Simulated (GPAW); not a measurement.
# TiB2 (P6/mmm) in GPAW: reference runs

Reference runs on TiB2: the cell as given and a disturbed copy.

Everything below comes from runs of GPAW 26.7.0. Logs are shortened: lines on timing, memory, paths and dates and some standing lists are left out, and cuts for length are marked. The log counts tension as positive stress, the text compression.

### Step 1. The structure

Symmetry: P6/mmm, No. 191, hexagonal system. Conventional cell: a = 3.029 Å, b = 3.029 Å, c = 3.228 Å, α = 90.00°, β = 90.00°, γ = 120.00°. Around Ti (site symmetry 6/mmm) lie 12 B at 2.38 Å. B (site symmetry -6m2) is surrounded by 3 B at 1.75 Å.

### Step 2. Single point, PBE

File run.py:

```python
from ase import Atoms
from ase.dft.bandgap import bandgap
from ase.io import write
from ase.units import Bohr, GPa
from gpaw import GPAW, PW
from gpaw.elf import elf_from_dft_calculation

atoms = Atoms(['Ti', 'B', 'B'],
              cell=[[3.0292, 0.0, 0.0],
                    [-1.5146, 2.6233641531, 0.0],
                    [0.0, 0.0, 3.2284]],
              scaled_positions=[[0.0, 0.0, 0.0],
                                [0.6666666667, 0.3333333333, 0.5],
                                [0.3333333333, 0.6666666667, 0.5]],
              pbc=True)

calc = GPAW(mode=PW(800),
            xc='PBE',
            kpts={'size': (10, 10, 8), 'gamma': True},
            occupations={'name': 'fermi-dirac', 'width': 0.05},
            nbands=20,
            convergence={'density': 1e-05, 'energy': 1e-05},
            maxiter=150,
            txt='gpaw.txt')
atoms.calc = calc
energy = atoms.get_potential_energy()
forces = atoms.get_forces()
stress = atoms.get_stress()
calc.write('gs.gpw')
write('result.traj', atoms)
print(f'Energy: {energy:.6f} eV')
print('Forces (eV/A):')
print(forces.round(4))
print('Stress (GPa):', (stress / GPa).round(3))
print('Fermi level:', round(calc.get_fermi_level(), 4), 'eV')
print(f'Gap: {bandgap(calc)[0]:.4f} eV, direct: {bandgap(calc, direct=True)[0]:.4f} eV')

# fields on the real-space grid
write('density.cube', atoms, data=calc.get_pseudo_density() * Bohr**3)
write('potential.cube', atoms, data=calc.get_electrostatic_potential())
write('elf.cube', atoms, data=elf_from_dft_calculation(calc).data)
```

Potentials or basis: GPAW PAW data sets (gpaw-data 1.2.1), pw.

Launch:

```console
> OMP_NUM_THREADS=1 python run.py
```

gpaw.txt:

```text
__  _  _
 | _ |_)|_||  |
 |__||  | ||/\| - 26.7.0

Input parameters:
  mode=PW(ecut=800.0),
  convergence={'density': 1e-05, 'energy': 1e-05},
  kpts=MonkhorstPack(size=(10, 10, 8), gamma=True),
  maxiter=150,
  nbands=20,
  occupations=Occupations(name='fermi-dirac', width=0.05),
  xc=XC(name='PBE')

Diagonalizing LCAO Hamiltonian
Converting LCAO to pw mode

         B  B

       Ti

Atoms  # Å, Bohr magnetons
|   | symbol |         x |        y |        z |    initial magnetic moments |
|---|--------|-----------|----------|----------|-----------------------------|
| 0 |     Ti |  0.000000 | 0.000000 | 0.000000 | ( 0.0000,  0.0000,  0.0000) |
| 1 |      B |  1.514600 | 0.874455 | 1.614200 | ( 0.0000,  0.0000,  0.0000) |
| 2 |      B | -0.000000 | 1.748909 | 1.614200 | ( 0.0000,  0.0000,  0.0000) |

Unit cell  # Å
| periodic |         x |        y |        z |  lengths |     angles |
|----------|-----------|----------|----------|----------|------------|
|      yes |  3.029200 | 0.000000 | 0.000000 | 3.029200 |  90.000000 |
|      yes | -1.514600 | 2.623364 | 0.000000 | 3.029200 |  90.000000 |
|      yes |  0.000000 | 0.000000 | 3.228400 | 3.228400 | 120.000000 |

Number of symmetries: 24
Symmetry operations  # r_c * U_cc + t_c -> r_c
|    | kind |            matrix            |
|----|------|------------------------------|
|  0 |  σ   |  1, 1, 0,  0,-1, 0,  0, 0, 1 |
|  1 |  C2  |  1, 1, 0,  0,-1, 0,  0, 0,-1 |
|  2 |  C6  |  1, 1, 0, -1, 0, 0,  0, 0, 1 |
|  3 |  S6  |  1, 1, 0, -1, 0, 0,  0, 0,-1 |
|  4 |  E   |  1, 0, 0,  0, 1, 0,  0, 0, 1 |
|  5 |  σ   |  1, 0, 0,  0, 1, 0,  0, 0,-1 |
|  6 |  σ   |  1, 0, 0, -1,-1, 0,  0, 0, 1 |
|  7 |  C2  |  1, 0, 0, -1,-1, 0,  0, 0,-1 |
|  8 |  σ   |  0, 1, 0,  1, 0, 0,  0, 0, 1 |
|  9 |  C2  |  0, 1, 0,  1, 0, 0,  0, 0,-1 |
| 10 |  C3  |  0, 1, 0, -1,-1, 0,  0, 0, 1 |
| 11 |  S3  |  0, 1, 0, -1,-1, 0,  0, 0,-1 |
| 12 |  C6  |  0,-1, 0,  1, 1, 0,  0, 0, 1 |
| 13 |  S6  |  0,-1, 0,  1, 1, 0,  0, 0,-1 |
| 14 |  σ   |  0,-1, 0, -1, 0, 0,  0, 0, 1 |
| 15 |  C2  |  0,-1, 0, -1, 0, 0,  0, 0,-1 |
| 16 |  σ   | -1, 0, 0,  1, 1, 0,  0, 0, 1 |
| 17 |  C2  | -1, 0, 0,  1, 1, 0,  0, 0,-1 |
| 18 |  C2  | -1, 0, 0,  0,-1, 0,  0, 0, 1 |
| 19 |  i   | -1, 0, 0,  0,-1, 0,  0, 0,-1 |
| 20 |  C3  | -1,-1, 0,  1, 0, 0,  0, 0, 1 |
| 21 |  S3  | -1,-1, 0,  1, 0, 0,  0, 0,-1 |
| 22 |  σ   | -1,-1, 0,  0, 1, 0,  0, 0, 1 |
| 23 |  C2  | -1,-1, 0,  0, 1, 0,  0, 0,-1 |

BZ-sampling:
  Number of BZ points: 800
  Number of IBZ points: 70

  Monkhorst-Pack size: [10, 10, 8]
  Monkhorst-Pack shift: [0.05, 0.05, 0.0625]

K-points  # in reciprocal-cell coordinates
|     |                                coordinates |     weight |
|-----|--------------------------------------------|------------|
|   0 | (  0.00000000,   0.00000000,   0.00000000) | 0.00125000 |
|   1 | (  0.00000000,   0.00000000,   0.12500000) | 0.00250000 |
|   2 | (  0.00000000,   0.00000000,   0.25000000) | 0.00250000 |
|   3 | (  0.00000000,   0.00000000,   0.37500000) | 0.00250000 |
|   4 | (  0.00000000,   0.00000000,   0.50000000) | 0.00125000 |
|   5 | (  0.10000000,   0.00000000,   0.00000000) | 0.00750000 |
|   6 | (  0.10000000,   0.00000000,   0.12500000) | 0.01500000 |
|   7 | (  0.10000000,   0.00000000,   0.25000000) | 0.01500000 |
|   8 | (  0.10000000,   0.00000000,   0.37500000) | 0.01500000 |
|   9 | (  0.10000000,   0.00000000,   0.50000000) | 0.00750000 |
| ... |                                            |            |
|  69 | (  0.50000000,   0.50000000,   0.50000000) | 0.00375000 |

Plane wave coefficients: 1328
Cutoff: 800.0 eV

Spin-components: 1 (collinear spins)
Bands:           20
Projectors:      16
Spin-degeneracy: 2
Datatype:        complex128

Density:
  Valence electrons: 18.0
  Components: 1
  Grid points: [20 20 24]
  Charge: 0.0  # |e|

Potential:
  Grid points: [20 20 24]

species:
  Ti:
    name:    Titanium
    Z:       22.0
    valence: 12
    core:    10
    charge:  0.0  # [|e|]
    compensation charges:
      type: gauss
      rc: 0.38  # [Å]
      lmax: 2
    cutoffs:
      filter: 2.23  # [Å]
      core: 1.02  # [Å]
    projectors
    | kind |    occ | energy [eV] | rcut [Å] |
    |------|--------|-------------|----------|
    |   3s |  2.000 |     -62.623 |    1.270 |
    |   4s |  2.000 |      -4.466 |    1.270 |
    |   3p |  6.000 |     -38.862 |    1.058 |
    |   4p |  0.000 |      -1.466 |    1.058 |
    |   3d |  2.000 |      -4.258 |    1.058 |
    |    d |        |      22.953 |    1.058 |

    Using partial waves for Ti as LCAO basis

  B:
    name:    Boron
    Z:       5.0
    valence: 3
    core:    2
    charge:  0.0  # [|e|]
    compensation charges:
      type: gauss
      rc: 0.20  # [Å]
      lmax: 2
    cutoffs:
      filter: 1.14  # [Å]
      core: 1.38  # [Å]
    projectors
    | kind |    occ | energy [eV] | rcut [Å] |
    |------|--------|-------------|----------|
    |   2s |  2.000 |      -9.443 |    0.635 |
    |   2p |  1.000 |      -3.606 |    0.635 |
    |    s |        |      17.768 |    0.635 |
    |    p |        |      23.605 |    0.635 |
    |    d |        |       0.000 |    0.635 |

    Using partial waves for B as LCAO basis

Reference energy: -24562.993416  # eV

eigensolver:
  PPCG
  Converge bands: occupied
  niter=2

density mixing:
  MSR1-Mixer
  Pratt-step length: 0.05
  Maximum mixing coefficient: 0.75
  Old densities: 10
  SVD Regularization: 0.005
  Good broyden scale: 1.0
  Trust region scale: 1.0
  Backstep threshold: 4.0
  History deletion threshold: 6.0
  Fourier metric: weight=20.0, sigma=0.015

occupation numbers:
  Fermi-Dirac:
    width: 0.0500  # eV

poisson solver:
  ecut: 6400.0  # eV

xc functional:
  name: PBE with 2 nearest neighbor stencil

convergence criteria:
- Maximum integral of absolute [dens]ity change: 1e-05 electrons / valence electron
- Maximum [total energy] change in last 3 cyles: 1e-05 eV / valence electron
- Maximum integral of absolute [eigenst]ate change: 4e-08 eV^2 / valence electron
maximum number of iterations: 150

SCF iterations
|iter     | |      energy | eigst |  dens |
|---------|-|-------------|-------|-------|
|iter:   1| |  -25.063840 | +0.24 |       |
|iter:   2| |  -24.501471 | -2.35 | -0.93 |
|iter:   3| |  -23.290890 | -1.20 | -1.00 |
|iter:   4| |  -23.268057 | -2.55 | -1.70 |
|iter:   5| |  -23.275595 | -3.25 | -1.99 |
|iter:   6| |  -23.275434 | -4.02 | -2.52 |
|iter:   7| |  -23.275399 | -5.37 | -3.12 |
|iter:   8| |  -23.275399c| -7.20 | -4.18 |
|iter:   9| |  -23.275400c| -8.33c| -4.72 |
|iter:  10| |  -23.275400c| -8.35c| -5.34c|

Converged in 10 steps
Energy contributions relative to reference atoms: (reference = -24562.993416)

Energy contributions:
  Kinetic:          20.984016
  Coulomb:         -19.116781
  Zero:              0.051796
  External:          0.000000
  Xc:              -25.191260
  Entropy:          -0.006343
  Spinorbit:         0.000000
  ----------------------------
  Free energy:     -23.278571
  Extrapolated:    -23.275400

dipole moment: (-4.820401, -8.349179, -10.274780)  # |e|*Ang

Fermi level: 11.416
Eigenvalues  # (at kpt = [0.000, 0.000, 0.000])
| band index |      eig [eV] | occ [0-2] |
|------------|---------------|-----------|
|          0 |       -45.457 |     2.000 |
|          1 |       -21.820 |     2.000 |
|          2 |       -21.514 |     2.000 |
|          3 |       -21.514 |     2.000 |
|          4 |        -2.035 |     2.000 |
|          5 |         8.867 |     2.000 |
[... 9 lines left out ...]
|         15 |        18.382 |     0.000 |
|         16 |        20.586 |     0.000 |
|        ... |               |           |
|         19 |        35.432 |     0.000 |

No gap
No difference between direct/indirect transitions

Forces  # eV/Ang
|       x |        y |       z |
|---------|----------|---------|
| 0.00000 |  0.00000 | 0.00000 |  # Ti   0
| 0.00000 |  0.00000 | 0.00000 |  # B    1
| 0.00000 | -0.00000 | 0.00000 |  # B    2

Stress tensor  # eV/Ang^3
|         x |         y |         z |
|-----------|-----------|-----------|
| -0.004536 | -0.000000 |  0.000000 |
| -0.000000 | -0.004536 |  0.000000 |
|  0.000000 |  0.000000 | -0.004060 |

# Writing to gs.gpw (mode='')
```

It took 27 s on 1 thread of Arm Neoverse V2, shared host; peak memory 0.18 GiB.

Results:

```
Free energy            : -23.2786 eV
Pressure               : 0.7 GPa
Band gap on the k mesh : none (metal or under the smearing width)
```

### Step 3. Single point, PBE (atoms moved at random, drawn with an rms of 0.05 Å)

File run.py:

```python
from ase.dft.bandgap import bandgap
from ase.io import read, write
from ase.units import GPa
from gpaw import GPAW, PW

atoms = read('POSCAR')

calc = GPAW(mode=PW(800),
            xc='PBE',
            kpts={'size': (10, 10, 8), 'gamma': True},
            occupations={'name': 'fermi-dirac', 'width': 0.05},
            nbands=20,
            convergence={'density': 1e-05, 'energy': 1e-05},
            maxiter=150,
            txt='gpaw.txt')
atoms.calc = calc
energy = atoms.get_potential_energy()
forces = atoms.get_forces()
stress = atoms.get_stress()
calc.write('gs.gpw')
write('result.traj', atoms)
print(f'Energy: {energy:.6f} eV')
print('Forces (eV/A):')
print(forces.round(4))
print('Stress (GPa):', (stress / GPa).round(3))
print('Fermi level:', round(calc.get_fermi_level(), 4), 'eV')
print(f'Gap: {bandgap(calc)[0]:.4f} eV, direct: {bandgap(calc, direct=True)[0]:.4f} eV')
```

File POSCAR:

```
TiB2
1.0
    3.0292000000      0.0000000000      0.0000000000
   -1.5146000000      2.6233641531      0.0000000000
    0.0000000000      0.0000000000      3.2284000000
Ti B
1 2
Direct
   -0.0033710000     -0.0139150000     -0.0152660000
    0.6563980000      0.3134780000      0.5027410000
    0.3314890000      0.6664920000      0.4940860000
```

Potentials or basis: GPAW PAW data sets (gpaw-data 1.2.1), pw.

Launch:

```console
> OMP_NUM_THREADS=1 python run.py
```

Run time: 2.4 min. Hardware: 1 thread of Arm Neoverse V2, shared host; peak memory 0.43 GiB.

The run converged. Its results:

```
Free energy            : -23.2386 eV
Pressure               : 1.3 GPa
Largest force          : 0.947 eV/Å
Band gap on the k mesh : none (metal or under the smearing width)
```

Forces on the atoms (eV/Å):
```
Ti  -0.206  0.139  0.640
B    0.046  0.780 -0.476
B    0.160 -0.919 -0.164
```

Stress tensor (GPa, compression positive):
```
 0.24  0.05 -0.16
 0.05  2.81  0.09
-0.16  0.09  0.84
```

Levels at points of the mesh, in eV from the Fermi level:
| k point | band 7 | band 8 | band 9 | band 10 | band 11 | band 12 |
| --- | --- | --- | --- | --- | --- | --- |
| (0.00, 0.00, 0.00) | -2.45 | -2.35 | -1.88 | 1.92 | 1.98 | 3.56 |
| (0.00, 0.00, 0.50) | -0.91 | -0.30 | -0.21 | 0.05 | 0.53 | 0.59 |
| (0.00, 0.50, 0.00) | -3.11 | -3.02 | -2.18 | 1.39 | 2.80 | 3.08 |
| (0.00, 0.50, 0.50) | -4.53 | -3.90 | -2.96 | 2.53 | 2.98 | 4.52 |
| (0.50, 0.00, 0.00) | -3.29 | -3.22 | -2.22 | 1.42 | 2.81 | 3.29 |
| (0.50, 0.00, 0.50) | -4.60 | -3.70 | -3.16 | 2.55 | 2.99 | 4.49 |
| (0.50, 0.50, 0.00) | -3.30 | -3.24 | -2.23 | 1.43 | 2.81 | 3.29 |
| (0.50, 0.50, 0.50) | -4.62 | -3.69 | -3.18 | 2.56 | 2.99 | 4.50 |
